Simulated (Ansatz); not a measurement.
**Mo: LAPW beside PAW**

The same cell of Mo is computed with LAPW, all electrons, PAW with frozen cores and datasets made for this crystal, to set the results side by side.

The COD entry's cell or inner coordinates are ideal or old and differ from later refinements, so a difference from it is no clean test against experiment.

Computed with Ansatz 0.2.0 (DFT PBE, scalar-relativistic, unless a step's input says otherwise).

### Step 1. Starting point

Symmetry: Im-3m, No. 229, cubic system. The conventional cell has a = 3.142 Å, b = 3.142 Å, c = 3.142 Å, α = 90.00°, β = 90.00°, γ = 90.00°. Mo (site symmetry m-3m) has 8 Mo at 2.72 Å as nearest neighbours.

Structure file:

```cif
data_structure
_symmetry_space_group_name_H-M 'Im-3m'
_symmetry_Int_Tables_number 229
_cell_length_a 3.1420
_cell_length_b 3.1420
_cell_length_c 3.1420
_cell_angle_alpha 90.000
_cell_angle_beta 90.000
_cell_angle_gamma 90.000
_cell_volume 31.02
loop_
_atom_site_label
_atom_site_type_symbol
_atom_site_symmetry_multiplicity
_atom_site_Wyckoff_symbol
_atom_site_fract_x
_atom_site_fract_y
_atom_site_fract_z
_atom_site_occupancy
Mo1 Mo 2 a 0.00000 0.00000 0.00000 1
```

The file gives the conventional cell by its symmetry; the runs use the cell typed in the input.

The structure is an experimental refinement, used without relaxation.

### Step 2. LAPW, all electrons

input.yaml reads:

```yaml
crystal:
  lattice:
    - [-1.571, 1.571, 1.571]
    - [1.571, -1.571, 1.571]
    - [1.571, 1.571, -1.571]
  atoms:
    - { symbol: Mo, position: [0.0, 0.0, 0.0] }
kpoints:
  mp_grid: { grid: [16, 16, 16] }
  band_path:
    path:
      - [0.0, 0.0, 0.0]
      - [0.5, -0.5, 0.5]
      - [0.0, 0.0, 0.5]
      - [0.0, 0.0, 0.0]
      - [0.25, 0.25, 0.25]
      - [0.5, -0.5, 0.5]
      - [0.25, 0.25, 0.25]
      - [0.0, 0.0, 0.5]
    npoints: 14
scf:
  occupations: { method: fermi_dirac, width: 0.05 }
hamiltonian:
  xc: pbe
  pseudopotentials: { kind: all_electron, lapw: { basis_error: 0.001 } }
output:
  forces: true
  stress: true
  eigenvalues: true
  populations: true
  dos: { projected: true, de: 0.2, e_range: [-14, 8] }
```

Command:

```
ansatz run input.yaml --threads 1 --pin off --max-ram 2048MiB --backend cpu --events-out ev --progress --plain --runs-dir out
```

### Step 3. PAW with frozen cores

input.yaml, as its differences from that of step 2:

```diff
@@ -24,3 +24,3 @@
   xc: pbe
-  pseudopotentials: { kind: all_electron, lapw: { basis_error: 0.001 } }
+  pseudopotentials: { kind: paw }
 output:
@@ -29,3 +29,9 @@
   eigenvalues: true
+  efg: { contact_densities: true }
   populations: true
+  bader: true
   dos: { projected: true, de: 0.2, e_range: [-14, 8] }
+  write_density: true
+  write_potential: true
+  elf: true
+  volumetric_format: npy
```

### Step 4. Datasets made for this crystal

input.yaml, as its differences from that of step 3:

```diff
@@ -19,3 +19,3 @@
       - [0.0, 0.0, 0.5]
-    npoints: 14
+    npoints: 8
 scf:
@@ -24,3 +24,3 @@
   xc: pbe
-  pseudopotentials: { kind: paw }
+  pseudopotentials: { kind: all_electron, datasets: crystal }
 output:
@@ -30,8 +30 @@
   efg: { contact_densities: true }
-  populations: true
-  bader: true
-  dos: { projected: true, de: 0.2, e_range: [-14, 8] }
-  write_density: true
-  write_potential: true
-  elf: true
-  volumetric_format: npy
```

(Steps that only read results are left out.)

Q: Predict the outcome of this session. Wanted: pressure; gap; highest ELF.

**Answer**, as computed:

| quantity | value |
| --- | --- |
| pressure | LAPW 4.64, PAW 4.66, crystal datasets 4.65 GPa |
| gap (LAPW) | none |
| highest ELF (PAW) | 0.48, 1.76 Å from Mo |

**Reading.** At this geometry the cell is under compression of 4.6 GPa, so it would expand if let go. Bands cross the Fermi level: the crystal is a metal at this level. Within 0.3 eV of the Fermi level the largest projected share is Mo 4d (93 %). The projection holds only the free atom's occupied shells (Mo 5s, Mo 4d in this range). In pressure, PAW differs from LAPW by +0.02 GPa.
